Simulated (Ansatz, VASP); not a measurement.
## Two plane-wave programs on BiH3

INCAR

```
PREC = Accurate ; ENCUT = 520
EDIFF = 1E-7 ; ISMEAR = 0
SIGMA = 0.1 ; LREAL = False
LASPH = True ; NELM = 100
ALGO = Normal ; ISIF = 2
LWAVE = False ; LCHARG = False
GGA = PE ; NBANDS = 28
```

KPOINTS

```
Automatic mesh
0
Gamma
  4 4 4
```

The input POSCAR:

```
BiH3
1.0
    4.5103947400      0.0000000000      0.0000000000
    0.0000000000      4.5103947400      0.0000000000
    0.0000000000      0.0000000000      4.5103947400
Bi H
2 6
Direct
    0.0000000000      0.0000000000      0.0000000000
    0.5000000000      0.5000000000      0.5000000000
    0.2500000000      0.0000000000      0.5000000000
    0.5000000000      0.7500000000      0.0000000000
    0.7500000000      0.0000000000      0.5000000000
    0.5000000000      0.2500000000      0.0000000000
    0.0000000000      0.5000000000      0.7500000000
    0.0000000000      0.5000000000      0.2500000000
```

Input for Ansatz:

```yaml
crystal:
  lattice:
    - [4.51039474, 0.0, 0.0]
    - [0.0, 4.51039474, 0.0]
    - [0.0, 0.0, 4.51039474]
  atoms:
    - { symbol: Bi, position: [0.0, 0.0, 0.0] }
    - { symbol: Bi, position: [0.5, 0.5, 0.5] }
    - { symbol: H, position: [0.25, 0.0, 0.5] }
    - { symbol: H, position: [0.5, 0.75, 0.0] }
    - { symbol: H, position: [0.75, 0.0, 0.5] }
    - { symbol: H, position: [0.5, 0.25, 0.0] }
    - { symbol: H, position: [0.0, 0.5, 0.75] }
    - { symbol: H, position: [0.0, 0.5, 0.25] }
basis:
  ecutwfc: 420
kpoints:
  mp_grid: { grid: [4, 4, 4] }
hamiltonian:
  xc: pbe
scf:
  occupations: { method: gaussian, width: 0.1 }
  lower_state_search: "off"
output:
  forces: true
  stress: true
  eigenvalues: true
```

Change from the starting cell: species swapped into the SiMo3 type (Pm-3n, No. 223).

Alike in both runs: task single point; functional PBE; k mesh 4 × 4 × 4; occupations gaussian, width 0.1 eV; no spin polarisation.

```csv
,VASP,Ansatz
version,VASP 6.6.1,Ansatz 0.2.0
potentials or method,"VASP PAW PBE potentials, release 64 (Bi_d, H)","scalar-relativistic, plane waves, PAW"
plane-wave cutoff (eV),520,420
valence electrons in the cell,36,36
```

|  | VASP | Ansatz | Ansatz less VASP |
| --- | --- | --- | --- |
| gap on the k mesh at the Fermi level (eV) | none | none | - |
| pressure (GPa) | -8.1 | -7.9 | +0.12 |

A gap of «none» marks a metal or a gap that the smearing closes. The functional is the same, so the differences come from potentials, cutoffs and numerics.

Caveats: spin-orbit coupling is left out, which moves the levels of the heavy elements.
